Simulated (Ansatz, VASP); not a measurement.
Two plane-wave programs on ZrC

```
Zr C
1.0
     3.37576    0.00000    0.00000
    -1.68788    2.92349    0.00000
     0.00000    0.00000    5.28230
Zr C
2 2
Direct
  0.33333 0.66667 0.25000
  0.66667 0.33333 0.75000
  0.00000 0.00000 0.00000
  0.00000 0.00000 0.50000
```

Alike in both runs: functional PBE; k mesh 15 × 15 × 8; occupations gaussian, width 0.1 eV; no spin polarisation.

Ansatz relaxed the structure, and its values are those at the end. VASP's run is a single point on that final structure, the one shown.

|  | VASP | Ansatz |
| --- | --- | --- |
| version | VASP 6.6.1 | Ansatz 0.2.0 |
| potentials or method | VASP PAW PBE potentials, release 64 (Zr_sv, C) | scalar-relativistic, plane waves, PAW |
| plane-wave cutoff (eV) | 520 | 420 |
| valence electrons in the cell | 32 | 32 |

Ansatz gave:

| Item | Value |
| --- | --- |
| gap on the k mesh at the Fermi level (eV) | none |
| pressure (GPa) | 0.0 |

**Question.** What did VASP give for the same quantities?

**Answer.** gap on the k mesh at the Fermi level (eV): none; pressure (GPa): 0.2.

A gap of «none» marks a metal or a gap that the smearing closes. The functional is the same, so the differences come from potentials, cutoffs and numerics.
